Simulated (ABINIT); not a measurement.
Ge: single point with RPBE

Crystal: Ge.

```
CELL_PARAMETERS angstrom
3.99759 0.00000 0.00000
-1.99879 3.46201 0.00000
0.00000 0.00000 6.59938
ATOMIC_POSITIONS crystal
Ge 0.33333 0.66667 0.93710
Ge 0.66667 0.33333 0.43710
Ge 0.33333 0.66667 0.56290
Ge 0.66667 0.33333 0.06290
```

This isn't the form of Ge at room conditions, which is diamond.

```json
{
 "Program": "ABINIT 10.8.3 (patched build)",
 "Task": "single point",
 "Functional": "RPBE",
 "Potentials or basis": "Ansatz PAW PBE default generated set, frozen core",
 "Cutoff": "490 eV",
 "k mesh": "8 × 8 × 4",
 "Occupations": "fermi-dirac, width 0.05 eV",
 "Spin": "no spin polarisation",
 "Fine-grid cutoff": "979.61 eV"
}
```

```
Pressure               : 4.7 GPa
Largest force          : 0.015 eV/Å
Band gap on the k mesh : none (metal or under the smearing width)
```

Forces on the atoms (eV/Å):
```
Ge   0.000  0.000 -0.015
Ge   0.000  0.000 -0.015
Ge   0.000  0.000  0.015
Ge   0.000  0.000  0.015
```

Stress tensor (GPa, compression positive):
```
4.79 0.00 0.00
0.00 4.79 0.00
0.00 0.00 4.47
```

Levels at points of the mesh, in eV from the Fermi level:
| k point | band 25 | band 26 | band 27 | band 28 | band 29 | band 30 | band 31 | band 32 |
| --- | --- | --- | --- | --- | --- | --- | --- | --- |
| (0.00, 0.00, 0.00) | -1.56 | -0.23 | -0.08 | 0.02 | 0.04 | 0.04 | 2.20 | 2.20 |
| (0.50, 0.00, 0.00) | -4.63 | -3.14 | -2.86 | -1.52 | 0.54 | 1.64 | 3.57 | 3.65 |
| (0.00, 0.00, 0.50) | -0.93 | -0.93 | -0.93 | -0.93 | 0.68 | 0.68 | 3.30 | 3.30 |
| (0.50, 0.00, 0.50) | -2.61 | -2.61 | -2.48 | -2.48 | 0.54 | 0.54 | 2.09 | 2.09 |

It took 3 min on 1 thread of Intel(R) Xeon(R) Platinum 8259CL CPU @ 2.50GHz (Skylake/Cascade Lake) (shared host), peak memory 0.39 GiB.

Caveat: the PAW data sets were made with another functional, which shifts forces and pressure a little; the atomic spheres overlap.
